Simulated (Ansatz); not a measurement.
A calculation with Ansatz 0.2.0 of Sr (ASE script, Cartesian positions):

The input run.py:

```python
import json

import numpy as np

import ansatz as az

calculation = (
    az.Crystal.from_extxyz("Sr.xyz")
    .calculation()
    .kpoints(8, 8, 8)
    .functional("lda")
    .pseudopotentials(kind="paw", source="ansatz")
    .occupations(method="gaussian", width=0.1)
    .density()
    .potential()
    .output_files(volumetric_format="npy")
    .electron_localization_function()
    .electric_field_gradient()
    .forces()
    .stress()
    .band_table(publish=True)
)
outcome = calculation.run(threads=2, events_out="events.jsonl")

report = outcome.report
for line in open("events.jsonl"):
    event = json.loads(line)
    if event["event"] == "scf_iter":
        d = event["data"]
        print(f"SCF {d['iter']:3d}  HF = {d['harris_foulkes_ev']:.6f} eV  dr2 = {d['dr2_ev']:.2e} eV")
    elif event["event"] in ("relax_step", "md_step"):
        d = event["data"]
        print(f"{event['event']} {d['step']:3d}  E = {d['lagrangian_ev']:.6f} eV")
np.set_printoptions(precision=5, suppress=True, linewidth=110)
print("converged:", report["converged"], "after", report["n_iterations"], "iterations")
print(f"free energy {report['free_energy_ev']:.6f} eV, Fermi level {report['fermi_energy_ev']:.4f} eV")
for key in ("band_edges_ev", "magnetization_mub", "site_moments_mub", "site_moments_nc_mub", "forces_ev_ang",
                "stress_gpa", "kpoints_frac", "eigenvalues_ev"):
    if report.get(key) is not None:
        print(key, np.array(report[key]), sep="\n")
```

File Sr.xyz:

```xyz
1
Lattice="0.0000000000 3.0423500000 3.0423500000 3.0423500000 0.0000000000 3.0423500000 3.0423500000 3.0423500000 0.0000000000" Properties=species:S:1:pos:R:3 pbc="T T T"
Sr     0.0000000000      0.0000000000      0.0000000000
```

Potentials or basis: Ansatz PAW earlier set.

Command:

```sh
$ python run.py
```

Problem. Write the same calculation in another form: native input, structure typed inline.

Solution. As run:

input.yaml

```yaml
crystal:
  lattice:
    - [0.0, 3.04235, 3.04235]
    - [3.04235, 0.0, 3.04235]
    - [3.04235, 3.04235, 0.0]
  atoms:
    - { symbol: Sr, position: [0.0, 0.0, 0.0] }
hamiltonian:
  xc: lda
  pseudopotentials: { kind: paw, source: ansatz }
kpoints:
  mp_grid: { grid: [8, 8, 8] }
scf:
  occupations: { method: gaussian, width: 0.1 }
output:
  forces: true
  stress: true
  eigenvalues: true
  efg: {}
```

Potentials or basis: Ansatz PAW earlier set.

Launch:

```console
$ ansatz run input.yaml --threads 2 --pin off --max-ram 5120MiB --backend cpu --events-out ev --progress --plain --runs-dir out
```

Both were run:

|  | ASE script, Cartesian positions | native input, structure typed inline |
| --- | --- | --- |
| Pressure | -1.6 GPa | -1.6 GPa |
| Band gap on the k mesh | none (metal or under the smearing width) | none (metal or under the smearing width) |

Keys that steer only the numerical path or the files written may differ.

Caveat: the PAW data sets come from PBE, with cores solved anew for the run's functional, which leaves a small shift of forces and pressure.
